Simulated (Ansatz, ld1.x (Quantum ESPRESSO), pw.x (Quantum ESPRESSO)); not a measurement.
## pw.x on diamond P: one setting changed

Potential: norm-conserving Troullier–Martins (Kleinman–Bylander form), ld1.x (Quantum ESPRESSO) 7.5, PBE; core [Ne], reference 3s2 3p3; waves: 3s (bound): rc 1.50 bohr; 3p (bound): rc 1.30 bohr; 3d channel at 0.4 Ry: rc 1.60 bohr; local part: the d channel; core correction: Bessel-smoothed model core inside 0.65 bohr.

The reference run (k-mesh 8³, cutoffs 120/480 Ry, Fermi–Dirac 0.01 Ry, mixing_beta 0.4, conv_thr 1e-9, no spin) gives -0.60 GPa at 20.949 Å³/atom, where all-electron LAPW gives -0.21 GPa. This run, with its own iteration cap, changes smearing to gauss.

```
&control
  calculation='scf', prefix='x', pseudo_dir='./', outdir='./tmp', tstress=.true., disk_io='none'
/
&system
  ibrav=0, nat=2, ntyp=1, ecutwfc=120, ecutrho=480, nbnd=12,
  occupations='smearing', smearing='gauss', degauss=0.01
/
&electrons
  conv_thr=1e-09, mixing_beta=0.4, electron_maxstep=50
/
ATOMIC_SPECIES
P 1.0 P.UPF
CELL_PARAMETERS angstrom
  0.00000000 2.75668895 2.75668895
  2.75668895 0.00000000 2.75668895
  2.75668895 2.75668895 0.00000000
ATOMIC_POSITIONS crystal
P 0.0000 0.0000 0.0000
P 0.2500 0.2500 0.2500
K_POINTS automatic
8 8 8 0 0 0
```

```bash
pw.x < P.scf.in > P.scf.out
```

Problem. How does the run end?

Solution. It converges in 8 iterations; the free energy moves by +23.2 meV/atom and the pressure by +0.07 GPa. Gaussian smearing of the same width is narrower in effect than Fermi–Dirac, so its quadratic term in F is smaller.

```
Message from routine setup:
     using ibrav=0 with symmetry is DISCOURAGED, use correct ibrav instead
     lattice parameter (alat)  =       7.3672  a.u.
     unit-cell volume          =     282.7417 (a.u.)^3
     number of electrons       =        10.00
     number of Kohn-Sham states=           12
     kinetic-energy cutoff     =     120.0000  Ry
     charge density cutoff     =     480.0000  Ry
     scf convergence threshold =      1.0E-09
     Exchange-correlation= PBE
     number of k points=    29  Gaussian smearing, width (Ry)=  0.0100
     iteration #  1     ecut=   120.00 Ry     beta= 0.40
     total energy              =     -70.35309155 Ry
     estimated scf accuracy    <       0.01671500 Ry
     iteration #  2     ecut=   120.00 Ry     beta= 0.40
     total energy              =     -70.35210838 Ry
     estimated scf accuracy    <       0.00485541 Ry
     iteration #  3     ecut=   120.00 Ry     beta= 0.40
     total energy              =     -70.35229733 Ry
     estimated scf accuracy    <       0.00007150 Ry
     [... 2 iterations left out ...]
     iteration #  6     ecut=   120.00 Ry     beta= 0.40
     total energy              =     -70.35231668 Ry
     estimated scf accuracy    <       0.00000007 Ry
     iteration #  7     ecut=   120.00 Ry     beta= 0.40
     total energy              =     -70.35231669 Ry
     estimated scf accuracy    <          2.5E-09 Ry
     iteration #  8     ecut=   120.00 Ry     beta= 0.40
     the Fermi energy is     6.6450 ev
!    total energy              =     -70.35231669 Ry
     estimated scf accuracy    <          2.1E-10 Ry
     smearing contrib. (-TS)   =      -0.00129042 Ry
     The total energy is F=E-TS. E is the sum of the following terms:
     one-electron contribution =       4.13519139 Ry
     hartree contribution      =       2.54442315 Ry
     xc contribution           =     -51.17924066 Ry
     ewald contribution        =     -25.85140014 Ry
     convergence has been achieved in   8 iterations
          total   stress  (Ry/bohr**3)                   (kbar)     P=       -5.27
     Message from routine punch:
     Nothing written, as per user request (disk_io='none')
```

The run took about 43 s on one core of a shared host (Neoverse-V1, 32 threads, 247 GiB, load 27).
